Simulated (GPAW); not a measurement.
# HfO2 (Fm-3m) in GPAW: single point with r2SCAN

Aim: the single point of HfO2 with r2SCAN.

All numbers are computed with GPAW 26.7.0; they aren't measurements. Logs are shortened: lines on timing, memory, paths and dates and some standing lists are left out, and cuts for length are marked. The log counts tension as positive stress, the text compression.

## Step 1: The undisturbed crystal

It takes space group Fm-3m (No. 225, cubic). The conventional cell has a = 5.115 Å, b = 5.115 Å, c = 5.115 Å, α = 90.00°, β = 90.00°, γ = 90.00°. Hf (site symmetry m-3m) has 8 O at 2.21 Å as nearest neighbours. O (site symmetry -43m) has 4 Hf at 2.21 Å as nearest neighbours.

Measurements of this composition are mostly on another form, of space group No. 14.

## Step 2: Single point, r2SCAN (volume scaled by 1.04)

The input, run.py:

```python
from ase import Atoms
from ase.dft.bandgap import bandgap
from ase.io import write
from ase.units import GPa
from gpaw import GPAW, PW

atoms = Atoms(['Hf', 'O', 'O'],
              cell=[[0.0, 2.5911551753, 2.5911551753],
                    [2.5911551753, 0.0, 2.5911551753],
                    [2.5911551753, 2.5911551753, 0.0]],
              scaled_positions=[[0.0, 0.0, 0.0],
                                [0.75, 0.75, 0.75],
                                [0.25, 0.25, 0.25]],
              pbc=True)

calc = GPAW(mode=PW(550),
            xc='MGGA_X_R2SCAN+MGGA_C_R2SCAN',
            kpts={'size': (7, 7, 7), 'gamma': True},
            occupations={'name': 'fermi-dirac', 'width': 0.05},
            nbands=24,
            maxiter=120,
            txt='gpaw.txt')
atoms.calc = calc
energy = atoms.get_potential_energy()
forces = atoms.get_forces()
stress = atoms.get_stress()
calc.write('gs.gpw')
write('result.traj', atoms)
print(f'Energy: {energy:.6f} eV')
print('Forces (eV/A):')
print(forces.round(4))
print('Stress (GPa):', (stress / GPa).round(3))
print('Fermi level:', round(calc.get_fermi_level(), 4), 'eV')
print(f'Gap: {bandgap(calc)[0]:.4f} eV, direct: {bandgap(calc, direct=True)[0]:.4f} eV')
```

Potentials or basis: GPAW PAW data sets (gpaw-data 1.2.1), pw.

The run is started by

```
> OMP_NUM_THREADS=1 python run.py
```

gpaw.txt:

```text
__  _  _
 | _ |_)|_||  |
 |__||  | ||/\| - 26.7.0

Input parameters:
  mode=PW(ecut=550.0),
  kpts=MonkhorstPack(size=(7, 7, 7), gamma=True),
  maxiter=120,
  nbands=24,
  occupations=Occupations(name='fermi-dirac', width=0.05),
  xc=XC(name='MGGA_X_R2SCAN+MGGA_C_R2SCAN')

Diagonalizing LCAO Hamiltonian
Converting LCAO to pw mode

                   O

           O

       Hf

Atoms  # Å, Bohr magnetons
|   | symbol |        x |        y |        z |    initial magnetic moments |
|---|--------|----------|----------|----------|-----------------------------|
| 0 |     Hf | 0.000000 | 0.000000 | 0.000000 | ( 0.0000,  0.0000,  0.0000) |
| 1 |      O | 3.886733 | 3.886733 | 3.886733 | ( 0.0000,  0.0000,  0.0000) |
| 2 |      O | 1.295578 | 1.295578 | 1.295578 | ( 0.0000,  0.0000,  0.0000) |

Unit cell  # Å
| periodic |        x |        y |        z |  lengths |    angles |
|----------|----------|----------|----------|----------|-----------|
|      yes | 0.000000 | 2.591155 | 2.591155 | 3.664447 | 60.000000 |
|      yes | 2.591155 | 0.000000 | 2.591155 | 3.664447 | 60.000000 |
|      yes | 2.591155 | 2.591155 | 0.000000 | 3.664447 | 60.000000 |

Number of symmetries: 48
Symmetry operations  # r_c * U_cc + t_c -> r_c
|    | kind |            matrix            |
|----|------|------------------------------|
|  0 |  σ   |  1, 0, 0,  1, 0,-1,  1,-1, 0 |
|  1 |  C2  |  1, 0, 0,  1,-1, 0,  1, 0,-1 |
|  2 |  E   |  1, 0, 0,  0, 1, 0,  0, 0, 1 |
|  3 |  σ   |  1, 0, 0,  0, 0, 1,  0, 1, 0 |
|  4 |  C4  |  1, 0,-1,  1, 0, 0,  1,-1, 0 |
|  5 |  S6  |  1, 0,-1,  1,-1, 0,  1, 0, 0 |
|  6 |  σ   |  1, 0,-1,  0, 1,-1,  0, 0,-1 |
|  7 |  C3  |  1, 0,-1,  0, 0,-1,  0, 1,-1 |
|  8 |  S6  |  1,-1, 0,  1, 0, 0,  1, 0,-1 |
|  9 |  C4  |  1,-1, 0,  1, 0,-1,  1, 0, 0 |
| 10 |  C3  |  1,-1, 0,  0,-1, 1,  0,-1, 0 |
| 11 |  σ   |  1,-1, 0,  0,-1, 0,  0,-1, 1 |
| 12 |  σ   |  0, 1, 0,  1, 0, 0,  0, 0, 1 |
| 13 |  C4  |  0, 1, 0,  0, 1,-1, -1, 1, 0 |
| 14 |  C3  |  0, 1, 0,  0, 0, 1,  1, 0, 0 |
| 15 |  S6  |  0, 1, 0, -1, 1, 0,  0, 1,-1 |
| 16 |  C2  |  0, 1,-1,  1, 0,-1,  0, 0,-1 |
| 17 |  σ   |  0, 1,-1,  0, 1, 0, -1, 1, 0 |
| 18 |  S4  |  0, 1,-1,  0, 0,-1,  1, 0,-1 |
| 19 |  C4  |  0, 1,-1, -1, 1, 0,  0, 1, 0 |
| 20 |  C3  |  0, 0, 1,  1, 0, 0,  0, 1, 0 |
| 21 |  σ   |  0, 0, 1,  0, 1, 0,  1, 0, 0 |
| 22 |  S6  |  0, 0, 1,  0,-1, 1, -1, 0, 1 |
| 23 |  C4  |  0, 0, 1, -1, 0, 1,  0,-1, 1 |
| 24 |  S4  |  0, 0,-1,  1, 0,-1,  0, 1,-1 |
| 25 |  C3  |  0, 0,-1,  0, 1,-1,  1, 0,-1 |
| 26 |  C2  |  0, 0,-1,  0,-1, 0, -1, 0, 0 |
| 27 |  S6  |  0, 0,-1, -1, 0, 0,  0,-1, 0 |
| 28 |  S4  |  0,-1, 1,  1,-1, 0,  0,-1, 0 |
| 29 |  C4  |  0,-1, 1,  0, 0, 1, -1, 0, 1 |
| 30 |  C2  |  0,-1, 1,  0,-1, 0,  1,-1, 0 |
| 31 |  σ   |  0,-1, 1, -1, 0, 1,  0, 0, 1 |
| 32 |  C3  |  0,-1, 0,  1,-1, 0,  0,-1, 1 |
| 33 |  S6  |  0,-1, 0,  0, 0,-1, -1, 0, 0 |
| 34 |  S4  |  0,-1, 0,  0,-1, 1,  1,-1, 0 |
| 35 |  C2  |  0,-1, 0, -1, 0, 0,  0, 0,-1 |
| 36 |  C2  | -1, 1, 0,  0, 1, 0,  0, 1,-1 |
| 37 |  S6  | -1, 1, 0,  0, 1,-1,  0, 1, 0 |
| 38 |  S4  | -1, 1, 0, -1, 0, 1, -1, 0, 0 |
| 39 |  C3  | -1, 1, 0, -1, 0, 0, -1, 0, 1 |
| 40 |  S6  | -1, 0, 1,  0, 0, 1,  0,-1, 1 |
| 41 |  C2  | -1, 0, 1,  0,-1, 1,  0, 0, 1 |
| 42 |  C3  | -1, 0, 1, -1, 1, 0, -1, 0, 0 |
| 43 |  S4  | -1, 0, 1, -1, 0, 0, -1, 1, 0 |
| 44 |  C2  | -1, 0, 0,  0, 0,-1,  0,-1, 0 |
| 45 |  i   | -1, 0, 0,  0,-1, 0,  0, 0,-1 |
| 46 |  σ   | -1, 0, 0, -1, 1, 0, -1, 0, 1 |
| 47 |  C2  | -1, 0, 0, -1, 0, 1, -1, 1, 0 |

BZ-sampling:
  Number of BZ points: 343
  Number of IBZ points: 20

  Monkhorst-Pack size: [7, 7, 7]
  Monkhorst-Pack shift: [0, 0, 0]

K-points  # in reciprocal-cell coordinates
|     |                                coordinates |     weight |
|-----|--------------------------------------------|------------|
|   0 | (  0.00000000,   0.00000000,   0.00000000) | 0.00291545 |
|   1 | (  0.14285714,   0.14285714,   0.00000000) | 0.01749271 |
|   2 | (  0.14285714,   0.14285714,   0.14285714) | 0.02332362 |
|   3 | (  0.28571429,   0.14285714,   0.14285714) | 0.03498542 |
|   4 | (  0.28571429,   0.28571429,   0.00000000) | 0.01749271 |
|   5 | (  0.28571429,   0.28571429,   0.14285714) | 0.06997085 |
|   6 | (  0.28571429,   0.28571429,   0.28571429) | 0.02332362 |
|   7 | (  0.42857143,  -0.28571429,  -0.28571429) | 0.03498542 |
|   8 | (  0.42857143,   0.28571429,  -0.42857143) | 0.13994169 |
|   9 | (  0.42857143,   0.28571429,  -0.28571429) | 0.06997085 |
| ... |                                            |            |
|  19 | (  0.42857143,   0.42857143,   0.42857143) | 0.02332362 |

Plane wave coefficients: 1032
Cutoff: 550.0 eV

Spin-components: 1 (collinear spins)
Bands:           24
Projectors:      16
Spin-degeneracy: 2
Datatype:        complex128

Parallelization:
  kpt:    1
  domain: 1
  band:   1

Density:
  Valence electrons: 24.0
  Components: 1
  Grid points: [20 20 20]
  Charge: 0.0  # |e|

Potential:
  Grid points: [20 20 20]

species:
  Hf:
    name:    Hafnium
    Z:       72.0
    valence: 12
    core:    60
    charge:  0.0  # [|e|]
    compensation charges:
      type: gauss
      rc: 0.41  # [Å]
      lmax: 2
    cutoffs:
      filter: 2.36  # [Å]
      core: 4.02  # [Å]
    projectors
    | kind |    occ | energy [eV] | rcut [Å] |
    |------|--------|-------------|----------|
    |   5s |  2.000 |     -66.831 |    1.397 |
    |   6s |  2.000 |      -5.097 |    1.397 |
    |   5p |  6.000 |     -35.599 |    1.307 |
    |   6p |  0.000 |      -1.401 |    1.307 |
    |   5d |  2.000 |      -2.699 |    1.334 |
    |    d |        |      24.513 |    1.334 |

    Using partial waves for Hf as LCAO basis

  O:
    name:    Oxygen
    Z:       8.0
    valence: 6
    core:    2
    charge:  0.0  # [|e|]
    compensation charges:
      type: gauss
      rc: 0.21  # [Å]
      lmax: 2
    cutoffs:
      filter: 1.17  # [Å]
      core: 0.83  # [Å]
    projectors
    | kind |    occ | energy [eV] | rcut [Å] |
    |------|--------|-------------|----------|
    |   2s |  2.000 |     -23.961 |    0.688 |
    |   2p |  4.000 |      -9.029 |    0.598 |
    |    s |        |       3.251 |    0.688 |
    |    p |        |      18.182 |    0.598 |
    |    d |        |       0.000 |    0.619 |

    Using partial waves for O as LCAO basis

Reference energy: -413967.819878  # eV

eigensolver:
  PPCG
  Converge bands: occupied
  niter=2

density mixing:
  MSR1-Mixer
  Pratt-step length: 0.05
  Maximum mixing coefficient: 0.75
  Old densities: 10
  SVD Regularization: 0.005
  Good broyden scale: 1.0
  Trust region scale: 1.0
  Backstep threshold: 4.0
  History deletion threshold: 6.0
  Fourier metric: weight=20.0, sigma=0.015

occupation numbers:
  Fermi-Dirac:
    width: 0.0500  # eV

poisson solver:
  ecut: 4400.0  # eV

xc functional:
  name: MGGA_X_R2SCAN+MGGA_C_R2SCAN with 2 nearest neighbor stencil

convergence criteria:
- Maximum [total energy] change in last 3 cyles: 0.0005 eV / valence electron
- Maximum integral of absolute [dens]ity change: 0.0001 electrons / valence electron
- Maximum integral of absolute [eigenst]ate change: 4e-08 eV^2 / valence electron
maximum number of iterations: 120

SCF iterations
|iter     | |      energy | eigst |  dens |
|---------|-|-------------|-------|-------|
|iter:   1| |  -54.990905 | -0.26 |       |
|iter:   2| |  -46.062631 | -1.63 | -0.80 |
|iter:   3| |  -43.818392 | -0.90 | -0.84 |
|iter:   4| |  -43.448426 | -1.59 | -1.24 |
|iter:   5| |  -43.460773 | -2.82 | -1.66 |
|iter:   6| |  -43.457661 | -4.14 | -2.39 |
|iter:   7| |  -43.457681c| -5.41 | -3.07 |
|iter:   8| |  -43.457685c| -6.95 | -3.71 |
|iter:   9| |  -43.457685c| -7.87c| -4.33c|

Converged in 9 steps
Energy contributions relative to reference atoms: (reference = -413967.819878)

Energy contributions:
  Kinetic:          13.923694
  Coulomb:         -18.049937
  Zero:             -0.136822
  External:          0.000000
  Xc:              -39.194621
  Entropy:          -0.000000
  Spinorbit:         0.000000
  ----------------------------
  Free energy:     -43.457685
  Extrapolated:    -43.457685

dipole moment: (-18.858501, -18.858501, -18.858501)  # |e|*Ang

Fermi level: 9.216
Eigenvalues  # (at kpt = [0.000, 0.000, 0.000])
| band index |      eig [eV] | occ [0-2] |
|------------|---------------|-----------|
|          0 |       -55.844 |     2.000 |
|        ... |               |           |
|          4 |       -12.036 |     2.000 |
|          5 |        -9.367 |     2.000 |
|          6 |         2.235 |     2.000 |
|          7 |         2.236 |     2.000 |
|          8 |         2.236 |     2.000 |
|          9 |         6.684 |     2.000 |
[... 8 lines left out ...]
|         18 |        21.725 |     0.000 |
|         19 |        21.725 |     0.000 |
|        ... |               |           |
|         23 |        32.130 |     0.000 |

Gap: 4.267 eV
Transition (v -> c):
  (s=0, k=15, n=11, [0.43, 0.43, -0.14]) -> (s=0, k=16, n=12, [0.43, 0.43, 0.00])
Direct/indirect transitions are different
Direct gap: 4.411 eV
Transition at: (s=0, k=15, n=11, [0.43, 0.43, -0.14])

Forces  # eV/Ang
|        x |        y |        z |
|----------|----------|----------|
|  0.00000 | -0.00000 |  0.00000 |  # Hf   0
| -0.00000 | -0.00000 |  0.00000 |  # O    1
| -0.00000 | -0.00000 | -0.00000 |  # O    2

Stress tensor  # eV/Ang^3
|        x |         y |         z |
|----------|-----------|-----------|
| 0.170523 |  0.000000 |  0.000000 |
| 0.000000 |  0.170523 | -0.000000 |
| 0.000000 | -0.000000 |  0.170523 |

# Writing to gs.gpw (mode='')
```

Run time: 24 s. Hardware: 1 thread of Intel Xeon Platinum 8375C at 2.90GHz (Ice Lake), shared host; peak memory 0.27 GiB.

These settings aren't checked as converged: the numbers below hold their error.

What came out:

* Free energy: -43.4577 eV
* Pressure: -27.3 GPa
* Band gap on the k mesh: 4.27 eV, indirect (least direct gap 4.41 eV)

Caveat: the cutoff is short for stress and forces, so pressures can be off by a GPa or more; the PAW data sets were made with another functional, which shifts forces and pressure a little; spin-orbit coupling is left out, which moves the levels of the heavy elements; an odd mesh through Γ misses points on the zone boundary, where band edges often lie.
